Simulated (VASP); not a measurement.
SrTiO3: relaxation of cell and atoms with RPBE

The system is SrTiO3.

```xyz
5
Lattice="3.9759 0.0000 0.0000 0.0000 3.9759 0.0000 0.0000 0.0000 3.9759" Properties=species:S:1:pos:R:3 pbc="T T T"
Sr    1.9879    1.9879    1.9879
Ti    0.0000    0.0000    0.0000
O     1.9879    0.0000    0.0000
O     0.0000    1.9879    0.0000
O     0.0000    0.0000    1.9879
```

```json
{
 "Program": "VASP 6.6.1",
 "Task": "relaxation of cell and atoms",
 "Functional": "RPBE",
 "Potentials or basis": "VASP PAW PBE potentials, release 64 (Sr_sv, Ti_sv, O)",
 "Cutoff": "600 eV",
 "k mesh": "8 × 8 × 8",
 "Occupations": "gaussian, width 0.03 eV",
 "Spin": "no spin polarisation",
 "Further INCAR settings": "ALGO = Normal; EDIFF = 1e-07; IBRION = 2; EDIFFG = -0.005; NSW = 90; ISIF = 3"
}
```

```
Relaxed volume                         : 12.56 Å³/atom
Relaxed cell                           : a = 3.975 Å, b = 3.975 Å, c = 3.975 Å, α = 90.00°, β = 90.00°, γ = 90.00°
Space group after relaxing (to 0.05 Å) : Pm-3m (No. 221)
Energy gained by relaxing              : 0.0 meV/atom
Ionic steps                            : 3
Pressure after relaxing                : 0.0 GPa
Band gap on the k mesh                 : 1.80 eV, indirect (least direct gap 2.18 eV)
```

Final structure:
```
Sr Ti O
1.0
     3.97489    0.00000    0.00000
     0.00000    3.97489    0.00000
     0.00000    0.00000    3.97489
Sr Ti O
1 1 3
Cartesian
  1.9874 1.9874 1.9874
  0.0000 0.0000 0.0000
  1.9874 0.0000 0.0000
  0.0000 1.9874 0.0000
  0.0000 0.0000 1.9874
```

Levels at points of the mesh, in eV from the valence-band top:
| k point | band 18 | band 19 | band 20 | band 21 | band 22 | band 23 |
| --- | --- | --- | --- | --- | --- | --- |
| (0.00, 0.00, 0.00) | -0.38 | -0.38 | -0.38 | 1.80 | 1.80 | 1.80 |
| (0.50, 0.00, 0.00) | -1.80 | -0.72 | -0.72 | 1.94 | 3.53 | 3.53 |
| (0.50, 0.50, 0.00) | -1.50 | -1.50 | -0.08 | 3.53 | 3.53 | 3.97 |
| (0.50, 0.50, 0.50) | 0.00 | 0.00 | 0.00 | 4.15 | 4.15 | 4.15 |

Wall time 80 s on 1 thread of Intel(R) Xeon(R) Platinum 8488C (Sapphire Rapids), with other jobs on the host, peak memory 0.23 GiB.

Caveat: the PAW data sets were made with another functional, which shifts forces and pressure a little. RPBE gaps usually lie below the measured ones, often by a third to a half.
